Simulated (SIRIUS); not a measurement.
# As (P-1) in SIRIUS: reference runs

How does As come out in PBE? The cell is run as given.

Program: SIRIUS 7.10.0. These are calculated values, not measurements. Logs are shortened: lines on timing, memory, paths and dates and some standing lists are left out, and cuts for length are marked. The log counts tension as positive stress, the text compression.

### Step 1. The cell of the first run

The typed cell holds 2 atoms: a = 2.704 Å, b = 2.704 Å, c = 5.407 Å, α = 90.00°, β = 90.00°, γ = 90.00°.

This isn't the form of As at room conditions, which is rhombohedral.

### Step 2. Single point, PBE (all atoms moved at random, sigma 0.1 Å a component)

File sirius.json:

```json
{
  "control": {
    "processing_unit": "cpu",
    "verbosity": 2,
    "num_bands_to_print": 23,
    "print_forces": true,
    "print_stress": true
  },
  "parameters": {
    "electronic_structure_method": "pseudopotential",
    "xc_functionals": ["XC_GGA_X_PBE", "XC_GGA_C_PBE"],
    "gk_cutoff": 9.2,
    "pw_cutoff": 18.4,
    "ngridk": [10, 10, 5],
    "shiftk": [0, 0, 0],
    "smearing": "fermi_dirac",
    "smearing_width": 0.0018374661,
    "num_bands": 23,
    "num_mag_dims": 0,
    "num_dft_iter": 100,
    "energy_tol": 1e-08,
    "density_tol": 1e-06
  },
  "iterative_solver": {
    "type": "davidson",
    "min_tolerance": 1e-09,
    "tolerance_scale": [0.1, 0.25]
  },
  "mixer": {
    "type": "anderson",
    "beta": 0.7,
    "max_history": 8
  },
  "settings": {
    "tol_ne": 1e-10,
    "pseudo_grid_cutoff": 6.5
  },
  "unit_cell": {
    "lattice_vectors": [
      [5.109218016752, 0.0, 0.0],
      [0.0, 5.109218016752, 0.0],
      [0.0, 0.0, 10.218436052401]
    ],
    "atom_coordinate_units": "lattice",
    "atom_types": ["As"],
    "atom_files": {
      "As": "As.json"
    },
    "atoms": {
      "As": [
        [0.41748838, 0.48464351, 0.24297178],
        [0.58251162, 0.51535649, 0.75702822]
      ]
    }
  }
}
```

Potentials or basis: PseudoDojo 0.4.1 PBE standard (scalar relativistic).

Run with:

```console
> upf_to_json As.upf
> OMP_NUM_THREADS=1 sirius.scf --input=sirius.json --output=out.json --task=0
```

The log of the run:

```text
[info] SIRIUS version : 7.10.0
[info] number of MPI ranks           : 1
[info] MPI grid                      : 1 1
[info] maximum number of OMP threads : 1
[fft] FFT context for density and potential
[fft] =====================================
[fft]   comm size                             : 1
[fft]   plane wave cutoff                     : 18.4
[fft]   grid size                             : 32 32 64   total : 65536
[fft]   grid limits                           : -15 16   -15 16   -31 32
[fft]   number of G-vectors within the cutoff : 13990
[fft]   local number of G-vectors             : 13990
[fft]   number of G-shells                    : 2108
[fft] FFT context for coarse grid
[fft] =====================================
[fft]   comm size                             : 1
[fft]   plane wave cutoff                     : 18.4
[fft]   grid size                             : 32 32 64   total : 65536
[fft]   grid limits                           : -15 16   -15 16   -31 32
[fft]   number of G-vectors within the cutoff : 13990
[fft]   local number of G-vectors             : 13990
[fft]   number of G-shells                    : 2108
[unit cell] lattice vectors
[unit cell]   a1 :       5.1092180168      0.0000000000      0.0000000000
[unit cell]   a2 :       0.0000000000      5.1092180168      0.0000000000
[unit cell]   a3 :       0.0000000000      0.0000000000     10.2184360524
[unit cell] reciprocal lattice vectors
[unit cell]   b1 :       1.2297743581      0.0000000000      0.0000000000
[unit cell]   b2 :       0.0000000000      1.2297743581      0.0000000000
[unit cell]   b3 :       0.0000000000      0.0000000000      0.6148871779
[unit cell] unit cell volume :       266.74316589 [a.u.^3]
[unit cell] 1/sqrt(omega)    :         0.06122846
[unit cell] MT volume        :         0.00000000 ( 0.00%)
[unit cell] IT volume        :       266.74316589 (100.00%)
[unit cell] number of atom types : 1
[unit cell] type id : 0 symbol : As mt_radius :  13.570000 num_atoms : 2
[unit cell] total number of atoms : 2
[unit cell] number of symmetry classes : 1
[unit cell] number of PAW atoms : 0
[unit cell] atom id  type id  class id             position                      vector_field
[unit cell] ------------------------------------------------------------------------------------------
[unit cell]      0        0        0      0.41749   0.48464   0.24297      0.00000   0.00000   0.00000
[unit cell]      1        0        0      0.58251   0.51536   0.75703      0.00000   0.00000   0.00000
[unit cell] atom id         position (Cartesian, a.u.)
[unit cell] ---------------------------------------------
[unit cell]      0       2.133039    2.476149    2.482792
[unit cell]      1       2.976179    2.633069    7.735644
[unit cell] class id : 0 atom id : 0 1
[unit cell] minimum bond length:     5.039100
[unit cell] total number of pseudo wave-functions: 18
[sym] space group number   : 2
[sym] international symbol : P-1
[sym] Hall symbol          : -P 1
[sym] space group transformation matrix :
[sym]   1.0000  0.0000  0.0000
[sym]   0.0000  1.0000  0.0000
[sym]   0.0000  0.0000  1.0000
[sym] space group origin shift :
[sym]   0.0000  0.0000  0.0000
[sym] number of space group operations  : 2
[sym] number of magnetic group operations : 2
[sym] metric tensor error: 0.0000e+00
[sym] rotation matrix error: 0.0000e+00
[sym] symmetry operations
[... list of symmetry operations ...]
[atom type] label          : As
[atom type] --------------------------------------------------------------------------------
[atom type] symbol         : As
[... 237 lines left out ...]
[diagonalize] ik:    1   -0.883833   -0.883716   -0.883480   -0.881293   -0.881145   -0.880768   -0.880749   -0.880542   -0.880482   -0.880283   -0.101867    0.012780    0.196580    0.520551    0.593196    0.601269    0.607075    0.681919    0.767191    0.804691    0.864268    0.878339    0.915125
[diagonalize] ik:    2   -0.883636   -0.883123   -0.882802   -0.881608   -0.881125   -0.880988   -0.880784   -0.880719   -0.880450   -0.880270   -0.081646    0.032508    0.215990    0.406011    0.504003    0.599824    0.618610    0.697848    0.756497    0.786544    0.831756    0.936989    1.021460
[diagonalize] ik:    3   -0.883563   -0.882568   -0.882002   -0.881799   -0.881259   -0.881138   -0.881084   -0.880958   -0.880251   -0.879907   -0.049506    0.063466    0.245792    0.303550    0.402748    0.580402    0.644233    0.701667    0.720447    0.815411    0.866591    0.973363    1.051886
[diagonalize] ik:    4   -0.883516   -0.882319   -0.882261   -0.881520   -0.881327   -0.881291   -0.881011   -0.880938   -0.880235   -0.879319   -0.010975    0.097960    0.226316    0.279121    0.319711    0.527491    0.670659    0.706373    0.741767    0.849621    0.913477    1.000539    1.007695
[diagonalize] ...
[diagonalize] ik:  247   -0.882904   -0.882365   -0.881992   -0.881715   -0.881527   -0.881505   -0.880875   -0.880561   -0.880153   -0.879566    0.042334    0.075394    0.213182    0.241061    0.418887    0.509757    0.635479    0.651751    0.665803    0.734556    0.885702    0.913892    1.014862
[diagonalize] ik:  248   -0.882888   -0.882322   -0.881996   -0.881692   -0.881437   -0.881413   -0.880882   -0.880574   -0.880432   -0.879828    0.020317    0.054091    0.248639    0.277337    0.402895    0.496458    0.625279    0.650492    0.677593    0.764465    0.908315    0.935688    1.001226
[diagonalize] ik:  249   -0.882880   -0.882408   -0.881946   -0.881761   -0.881215   -0.881171   -0.881014   -0.880871   -0.880592   -0.880390   -0.017839    0.016551    0.326067    0.349763    0.381795    0.469661    0.596125    0.623861    0.746455    0.835236    0.936609    0.954486    1.007907
[diagonalize] ik:  250   -0.883014   -0.882897   -0.882459   -0.881771   -0.881071   -0.881032   -0.880868   -0.880788   -0.880727   -0.880587   -0.049821   -0.015176    0.333889    0.420895    0.447797    0.472960    0.569007    0.597850    0.838645    0.900287    0.935279    0.942032    1.007150
[diagonalize] ik:  251   -0.883558   -0.883526   -0.882719   -0.881770   -0.881025   -0.880907   -0.880675   -0.880657   -0.880616   -0.880541   -0.069977   -0.035201    0.316285    0.418055    0.542348    0.556799    0.571033    0.587082    0.879701    0.897224    0.907568    0.914275    0.976655
[find] Charges and magnetic moments
[find] --------------------------------------------------------------------------------
[find] total charge          : 30.000000
[find] Energy
[find] --------------------------------------------------------------------------------
[find] valence_eval_sum               :     -15.47964417
[find] <rho|V^{XC}>                   :     -32.09120610
[find] <rho|E^{XC}>                   :     -47.52099147
[find] <mag|B^{XC}>                   :       0.00000000
[find] <rho|V^{H}>                    :     112.39351861
[find] one-electron contribution      :     -95.78195667 (Ha),    -191.56391335 (Ry)
[find] hartree contribution           :      56.19675930
[find] xc contribution                :     -47.52099147
[find] ewald contribution             :    -125.01712348
[find] PAW contribution               :       0.00000000
[find] smearing (-TS)                 :      -0.00020769
[find] SCF correction                 :       0.00000958
[find] Total energy                   :    -212.12330274 (Ha),    -424.24660549 (Ry)
[find] Free energy (E-TS)             :    -212.12351043 (Ha),    -424.24702087 (Ry)
[find] band gap (eV)                  :       0.00000000
[find] Efermi                         :       0.43900431
[find] iteration : 9, RMS : 8.842561622805e-08, energy difference : -2.389924702584e-09
[find] Hartree energy of density residual : 8.419534851443e-13
[find] bands are converged : false
[find] iterative solver converged : true
[find] converged after 10 SCF iterations!
[find] Charges and magnetic moments
[find] --------------------------------------------------------------------------------
[find] total charge          : 30.000000
[find] Energy
[find] --------------------------------------------------------------------------------
[find] valence_eval_sum               :     -15.47964417
[find] <rho|V^{XC}>                   :     -32.09120610
[find] <rho|E^{XC}>                   :     -47.52099147
[find] <mag|B^{XC}>                   :       0.00000000
[find] <rho|V^{H}>                    :     112.39351861
[find] one-electron contribution      :     -95.78195667 (Ha),    -191.56391335 (Ry)
[find] hartree contribution           :      56.19675930
[find] xc contribution                :     -47.52099147
[find] ewald contribution             :    -125.01712348
[find] PAW contribution               :       0.00000000
[find] smearing (-TS)                 :      -0.00020769
[find] SCF correction                 :       0.00000958
[find] Total energy                   :    -212.12330274 (Ha),    -424.24660549 (Ry)
[find] Free energy (E-TS)             :    -212.12351043 (Ha),    -424.24702087 (Ry)
[find] band gap (eV)                  :       0.00000000
[find] Efermi                         :       0.43900431
[ground_state] === stress tensor components [kbar] ===
[ground_state] === stress_kin ===
[ground_state] -112125.484436    3.399388  -12.686646
[ground_state]     3.399388-112139.916993   -2.918076
[ground_state]   -12.686646   -2.918076-112152.292365
[ground_state] === stress_har ===
[ground_state] -21499.768956  -15.538834  184.186395
[ground_state]   -15.538834-20697.914659   38.189906
[ground_state]   184.186395   38.189906-19785.742226
[ground_state] === stress_ewald ===
[ground_state] 44629.625737  -32.238942  339.558959
[ground_state]   -32.23894245900.547354   70.978677
[ground_state]   339.558959   70.97867747360.155432
[ground_state] === stress_vloc ===
[ground_state] -6084.137988   44.933982 -512.654205
[ground_state]    44.933982-8118.992404 -105.971996
[ground_state]  -512.654205 -105.971996-10474.832513
[ground_state] === stress_xc ===
[ground_state] -16373.489410    0.006151    0.104109
[ground_state]     0.006151-16373.050591    0.008469
[ground_state]     0.104109    0.008469-16371.648052
[ground_state] === stress_core ===
[ground_state] 28824.824518   -0.014181    0.033375
[ground_state]    -0.01418128824.766219    0.005344
[ground_state]     0.033375    0.00534428824.899112
[ground_state] === stress_nonloc ===
[ground_state] 82590.869382    1.281252   -3.224637
[ground_state]     1.28125282581.468640   -1.141357
[ground_state]    -3.224637   -1.14135782585.558864
[ground_state] === stress_us_nl ===
[ground_state] 82590.869382    1.281252   -3.224637
[ground_state]     1.28125282581.468640   -1.141357
[ground_state]    -3.224637   -1.14135782585.558864
[ground_state] === stress_total ===
[ground_state]   -37.561152    1.828816   -4.682649
[ground_state]     1.828816  -23.092435   -0.849032
[ground_state]    -4.682649   -0.849032  -13.901747
[ground_state] ==== total Forces in Ha/bohr =====
[ground_state] atom:    0, force:       0.0055389      0.0009966      0.0006664
[ground_state] atom:    1, force:      -0.0055389     -0.0009966     -0.0006664
[ground_state] ==== ultrasoft contribution from Qij =====
[ground_state] atom:    0, force:       0.0000000      0.0000000      0.0000000
[ground_state] atom:    1, force:       0.0000000      0.0000000      0.0000000
[ground_state] ==== non-local contribution from Beta-projector =====
[ground_state] atom:    0, force:       0.0430208      0.0084365     -0.0423951
[ground_state] atom:    1, force:      -0.0430208     -0.0084365      0.0423951
[ground_state] ==== contribution from local potential =====
[ground_state] atom:    0, force:       0.3547699      0.0760687     -1.5946467
[ground_state] atom:    1, force:      -0.3547699     -0.0760687      1.5946467
[ground_state] ==== contribution from core density =====
[ground_state] atom:    0, force:      -0.0005142     -0.0000961      0.0004792
[ground_state] atom:    1, force:       0.0005142      0.0000961     -0.0004792
[ground_state] ==== Ewald forces from ions =====
[ground_state] atom:    0, force:      -0.3917376     -0.0834128      1.6372319
[ground_state] atom:    1, force:       0.3917376      0.0834128     -1.6372319
[~DFT_ground_state] local op. applied: 138018
[~DFT_ground_state] evp. work count: 24356.1
[~DFT_ground_state] number of iterative solver steps: 9466
```

Wall time 4.8 min (1 thread of Arm Neoverse V1, shared host); peak memory 1.5 GiB.

Results:

```yaml
Free_energy: -5772.1748 eV
Pressure: 2.5 GPa
Largest_force: 0.291 eV/Å
Band_gap_on_the_k_mesh: none (metal or under the smearing width)
```

Forces on the atoms (eV/Å):
```
As   0.285  0.051  0.034
As  -0.285 -0.051 -0.034
```

Stress tensor (GPa, compression positive):
```
 3.76 -0.18  0.47
-0.18  2.31  0.08
 0.47  0.08  1.39
```
